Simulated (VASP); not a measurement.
# BN (F-43m) in VASP: Born charges and dielectric tensor with LDA

Aim: the Born charges and dielectric tensor of BN with LDA.

Program: VASP 6.6.1. These are calculated values, not measurements. Logs are shortened: lines on timing, memory, paths and dates and some standing lists are left out, and cuts for length are marked.

**What was measured.**

From a printed reference work, monograph, for a bulk crystal of BN at 300 K: band gap 6.4 eV (indirect).

How close the calculation comes is told below.

## Step 1: Starting point

It takes space group F-43m (No. 216, cubic). The conventional cell has a = 3.583 Å, b = 3.583 Å, c = 3.583 Å, α = 90.00°, β = 90.00°, γ = 90.00°. Around B (site symmetry -43m) lie 4 N at 1.55 Å. N (site symmetry -43m) has 4 B at 1.55 Å as nearest neighbours.

The cell is a database's computed one.

## Step 2: Born charges and dielectric tensor, LDA

The input, INCAR:

```
ALGO = Normal ; EDIFF = 1E-8
ENCUT = 600 ; IBRION = 8
ISIF = 2 ; ISMEAR = 0
LASPH = True ; LCHARG = False
LEPSILON = True ; LREAL = False
LWAVE = False ; NELM = 80
NSW = 1 ; PREC = Accurate
SIGMA = 0.02
```

The input, KPOINTS:

```
k-points
0
Gamma
  12 12 12
```

The input, POSCAR:

```
BN
1.0
    0.0000000000      1.7914300000      1.7914300000
    1.7914300000      0.0000000000      1.7914300000
    1.7914300000      1.7914300000      0.0000000000
B N
1 1
Direct
    0.0000000000      0.0000000000      0.0000000000
    0.2500000000      0.2500000000      0.2500000000
```

Potentials or basis: VASP PAW LDA potentials, release 64 (B, N).

Run with:

```bash
cat potpaw_LDA.64/B/POTCAR potpaw_LDA.64/N/POTCAR > POTCAR
mpirun -np 1 vasp_std > vasp.out
```

OUTCAR:

```text
EDIFF = 1E-8
   ENCUT = 600
   IBRION = 8
   ISIF = 2
   ISMEAR = 0
   LASPH = True
   LEPSILON = True
   LREAL = False
   NELM = 80
   NSW = 1
   PREC = Accurate

 ion  position               nearest neighbor table
   1  0.000  0.000  0.000-   2 1.55   2 1.55   2 1.55   2 1.55
   2  0.250  0.250  0.250-   1 1.55   1 1.55   1 1.55   1 1.55

  LATTYP: Found a face centered cubic cell.
 ALAT       =     3.5828600000

  Lattice vectors:

 A1 = (   0.0000000000,   1.7914300000,   1.7914300000)
 A2 = (   1.7914300000,   0.0000000000,   1.7914300000)
 A3 = (   1.7914300000,   1.7914300000,   0.0000000000)

Analysis of symmetry for initial positions (statically):
=====================================================================
 Subroutine PRICEL returns:
 Original cell was already a primitive cell.

 Routine SETGRP: Setting up the symmetry group for a
 face centered cubic supercell.

 Subroutine GETGRP returns: Found 24 space group operations
 (whereof 24 operations were pure point group operations)
 out of a pool of 48 trial point group operations.

The static configuration has the point symmetry T_d .

Analysis of symmetry for dynamics (positions and initial velocities):
=====================================================================
 Subroutine PRICEL returns:
 Original cell was already a primitive cell.

 Routine SETGRP: Setting up the symmetry group for a
 face centered cubic supercell.

 Subroutine GETGRP returns: Found 24 space group operations
 (whereof 24 operations were pure point group operations)
 out of a pool of 48 trial point group operations.

The dynamic configuration has the point symmetry T_d .

 Subroutine INISYM returns: Found 24 space group operations
 (whereof 24 operations are pure point group operations),
 and found     1 'primitive' translations

----------------------------------------------------------------------------------------

                                     Primitive cell

  volume of cell :      11.4982

  direct lattice vectors                    reciprocal lattice vectors
     0.000000000  1.791430000  1.791430000    -0.279106635  0.279106635  0.279106635
     1.791430000  0.000000000  1.791430000     0.279106635 -0.279106635  0.279106635
     1.791430000  1.791430000  0.000000000     0.279106635  0.279106635 -0.279106635

  length of vectors
     2.533464602  2.533464602  2.533464602     0.483426873  0.483426873  0.483426873

  position of ions in fractional coordinates (direct lattice)
     0.000000000  0.000000000  0.000000000
     0.250000000  0.250000000  0.250000000

  ion indices of the primitive-cell ions
   primitive index   ion index
                 1           1
                 2           2

----------------------------------------------------------------------------------------

 KPOINTS: k-points

Automatic generation of k-mesh.
 Grid dimensions read from file:
 generate k-points for:   12   12   12

 Generating k-lattice:

  Cartesian coordinates                     Fractional coordinates (reciprocal lattice)
    -0.023258886  0.023258886  0.023258886     0.083333333  0.000000000  0.000000000
     0.023258886 -0.023258886  0.023258886     0.000000000  0.083333333  0.000000000
     0.023258886  0.023258886 -0.023258886     0.000000000  0.000000000  0.083333333

  Length of vectors
     0.040285573  0.040285573  0.040285573

[... 409 lines left out ...]
  free energy    TOTEN  =        -0.12009527 eV

  energy without entropy =       -0.12009527

------------------------ aborting loop because EDIFF is reached ----------------------------------------

--------------------------------------- Ionic step        2  -------------------------------------------

------------------------ aborting loop because EDIFF is reached ----------------------------------------

--------------------------------------- Ionic step        3  -------------------------------------------

------------------------ aborting loop because EDIFF is reached ----------------------------------------

 PIEZOELECTRIC TENSOR FIELD DIRECTION 3  (e Angst)
 -----------------------------------------------------------------------------
    -0.00033 -0.73736  0.00000           ( -0.00000 -0.01026  0.00000)
    -0.73736 -0.00033  0.00000           ( -0.01026 -0.00000  0.00000)
     0.00000  0.00000  0.00025           (  0.00000  0.00000 -0.00000)

 PIEZOELECTRIC TENSOR FIELD DIRECTION 3  (C/m^2)
 -----------------------------------------------------------------------------
    -0.00046 -1.02746  0.00000
    -1.02746 -0.00046  0.00000
     0.00000  0.00000  0.00034

--------------------------------------- Ionic step        4  -------------------------------------------

------------------------ aborting loop because EDIFF is reached ----------------------------------------

[... ionic steps 5 to 6 ...]

--------------------------------------- Ionic step        7  -------------------------------------------

 Free energy of the ion-electron system (eV)
  ---------------------------------------------------
  ---------------------------------------------------
  free energy    TOTEN  =        -0.22710366 eV

  energy without entropy =       -0.22710366

------------------------ aborting loop because EDIFF is reached ----------------------------------------

 INTERNAL STRAIN TENSOR  FOR ION    2  DIRECTION 1   (eV/Angst):
 -----------------------------------------------------------------------------
    -0.01830  0.00000  0.00000
     0.00000  0.01039 -2.75739
     0.00000 -2.75739  0.01039

 MACROSCOPIC STATIC DIELECTRIC TENSOR (including local field effects in DFT)
 ------------------------------------------------------
           4.565575     0.000000     0.000000
          -0.000000     4.565575     0.000000
          -0.000000    -0.000000     4.565575
 ------------------------------------------------------

 PIEZOELECTRIC TENSOR (including local field effects)  for field in x, y, z        (e  Angst)
          XX          YY          ZZ          XY          YZ          ZX
  --------------------------------------------------------------------------------
  x     0.00000    -0.00000     0.00000     0.00000    -0.73789     0.00000
  y     0.00000    -0.00000     0.00000     0.00000     0.00000    -0.73789
  z    -0.00000    -0.00000     0.00000    -0.73789     0.00000     0.00000

 PIEZOELECTRIC TENSOR (including local field effects)  for field in x, y, z        (C/m^2)
          XX          YY          ZZ          XY          YZ          ZX
  --------------------------------------------------------------------------------
  x     0.00000    -0.00000     0.00000     0.00000    -1.02819     0.00000
  y     0.00000    -0.00000     0.00000     0.00000     0.00000    -1.02819
  z    -0.00000    -0.00000     0.00000    -1.02819     0.00000     0.00000

 BORN EFFECTIVE CHARGES (including local field effects) (in |e|, cummulative output)
 ---------------------------------------------------------------------------------
 ion    1
    1     1.87363     0.00000     0.00000
    2     0.00000     1.87363     0.00000
    3    -0.00000    -0.00000     1.87363
 ion    2
    1    -1.87363    -0.00000    -0.00000
    2     0.00000    -1.87363    -0.00000
    3     0.00000     0.00000    -1.87363

 INTERNAL STRAIN TENSOR FOR ION    2 for displacements in x,y,z  (eV/Angst):
          X           Y           Z          XY          YZ          ZX
  --------------------------------------------------------------------------------
  x     0.00000     0.00000     0.00000     0.00000    -2.75739     0.00000
  y     0.00000     0.00000     0.00000     0.00000     0.00000    -2.75739
  z     0.00000     0.00000     0.00000    -2.75739     0.00000     0.00000

 SECOND DERIVATIVES (NOT SYMMETRIZED)
 ------------------------------------
               1X          1Y          1Z          2X          2Y          2Z
  1X   -25.589607    0.000000    0.000000   25.589607    0.000000    0.000000
  1Y     0.000000  -25.589607    0.000000    0.000000   25.589607    0.000000
  1Z     0.000000    0.000000  -25.589607    0.000000    0.000000   25.589607
  2X    25.582049    0.000000    0.000000  -25.582049    0.000000    0.000000
  2Y     0.000000   25.582049    0.000000    0.000000  -25.582049    0.000000
  2Z     0.000000    0.000000   25.582049    0.000000    0.000000  -25.582049

 Eigenvectors and eigenvalues of the dynamical matrix
 ----------------------------------------------------

   1 f  =   32.016438 THz   201.165213 2PiTHz 1067.953417 cm-1   132.409289 meV
             X         Y         Z           dx          dy          dz
      0.000000  0.000000  0.000000    -0.000000   -0.751236    0.000000
      0.895715  0.895715  0.895715     0.000000    0.660033    0.000000
[... 21 lines left out ...]
   6 f/i=    0.002345 THz     0.014733 2PiTHz    0.078216 cm-1     0.009698 meV
             X         Y         Z           dx          dy          dz
      0.000000  0.000000  0.000000     0.612650   -0.245570    0.000000
      0.895715  0.895715  0.895715     0.697305   -0.279502    0.000000

--------------------------------------------------------------------------------------------------------

 MACROSCOPIC STATIC DIELECTRIC TENSOR IONIC CONTRIBUTION
 ------------------------------------------------------
           2.159258     0.000000    -0.000000
           0.000000     2.159258    -0.000000
          -0.000000    -0.000000     2.159258
 ------------------------------------------------------

 ELASTIC MODULI CONTR FROM IONIC RELAXATION (kBar)
 Direction    XX          YY          ZZ          XY          YZ          ZX
 --------------------------------------------------------------------------------
 XX          -0.0000     -0.0000     -0.0000      0.0000      0.0000      0.0000
 YY          -0.0000     -0.0000     -0.0000      0.0000      0.0000      0.0000
 ZZ          -0.0000     -0.0000     -0.0000      0.0000      0.0000     -0.0000
 XY           0.0000      0.0000      0.0000    -38.6979      0.0000      0.0000
 YZ           0.0000      0.0000      0.0000      0.0000    -38.6979      0.0000
 ZX           0.0000      0.0000     -0.0000      0.0000      0.0000    -38.6979
 --------------------------------------------------------------------------------

 PIEZOELECTRIC TENSOR IONIC CONTR  for field in x, y, z        (C/m^2)
          XX          YY          ZZ          XY          YZ          ZX
  --------------------------------------------------------------------------------
  x    -0.00000    -0.00000    -0.00000     0.00000     0.27200     0.00000
  y    -0.00000    -0.00000     0.00000     0.00000     0.00000     0.27200
  z    -0.00000    -0.00000    -0.00000     0.27200    -0.00000    -0.00000
```

Run time: 2.2 min. Hardware: 1 thread of Intel Xeon Platinum 8259CL at 2.50GHz (Skylake/Cascade Lake), shared host; peak memory 0.19 GiB.

Results:

```
Band gap on the k mesh                                  : 4.37 eV, indirect (least direct gap 8.81 eV)
Electronic dielectric tensor (diagonal)                 : 4.57
Born charges (mean of the diagonal)                     : B +1.87; N -1.87 e
Highest phonon frequency at Γ, LO-TO splitting left out : 1068 cm⁻¹
```

Phonon frequencies in cm⁻¹ (negative: imaginary):
```csv
q point,frequencies
"(0.000, 0.000, 0.000)",0 0 0 1068 1068 1068
```

Electronic dielectric tensor:
```
4.57 0.00 0.00
0.00 4.57 0.00
0.00 0.00 4.57
```

Born effective charge tensors (e):
atom 1, B
```
1.87 0.00 0.00
0.00 1.87 0.00
0.00 0.00 1.87
```
atom 2, N
```
-1.87  0.00  0.00
 0.00 -1.87  0.00
 0.00  0.00 -1.87
```

## Step 3: How close it comes

Step 2. Measured gap of BN: 6.4 eV (indirect; 300 K; a printed reference work, monograph). This calculation gives 4.37 eV (-2.03 eV). The value is that of LDA on a finite k mesh, which can miss the band edges, without temperature or zero-point motion. Semilocal functionals fall short of measured gaps as a rule. The cell is a database's relaxed one, not the measured one, which moves gaps too.
